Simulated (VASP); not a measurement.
**Ir: relaxation of the atoms with PBE**

Ir:

```
Ir
1.0
     0.00000    1.94973    1.94973
     1.94973    0.00000    1.94973
     1.94973    1.94973    0.00000
Ir
1
Direct
  0.00000 0.00000 0.00000
```

The cell isn't the ideal one: a relaxed cell with its volume scaled by 1.02.

- Program: VASP 6.6.1
- Task: relaxation of the atoms
- Functional: PBE
- Potentials or basis: VASP PAW PBE potentials, release 64 (Ir)
- Cutoff: 600 eV
- k mesh: 16 × 16 × 16
- Occupations: methfessel-paxton, width 0.1 eV
- Spin: no spin polarisation
- Further INCAR settings: ALGO = Normal; EDIFF = 1e-07; IBRION = 2; EDIFFG = -0.01; NSW = 40

| Quantity | Value |
| --- | --- |
| Pressure after relaxing | -6.6 GPa |
| Band gap on the k mesh | none (metal or under the smearing width) |

Final structure:
```
Ir
1.0
     0.00000    1.94973    1.94973
     1.94973    0.00000    1.94973
     1.94973    1.94973    0.00000
Ir
1
Direct
  0.00000 0.00000 0.00000
```

Levels at points of the mesh, in eV from the Fermi level:
| k point | band 1 | band 2 | band 3 | band 4 | band 5 | band 6 | band 7 | band 8 |
| --- | --- | --- | --- | --- | --- | --- | --- | --- |
| (0.00, 0.00, 0.00) | -10.61 | -3.60 | -3.60 | -3.60 | -1.11 | -1.11 | 14.42 | 19.73 |
| (0.50, 0.00, 0.00) | -7.61 | -3.70 | -3.70 | -0.63 | 0.83 | 0.83 | 6.81 | 13.95 |
| (0.50, 0.50, 0.00) | -7.38 | -6.83 | 0.80 | 1.36 | 1.36 | 1.72 | 9.90 | 11.50 |

Run time: 7.4 s on 1 thread of Intel(R) Xeon(R) 6975P-C (Granite Rapids), with other jobs on the host, peak memory 0.16 GiB.

Caveat: the relaxation stopped at its first step, so nothing moved. Spin-orbit coupling is left out, which matters for the levels of Ir.
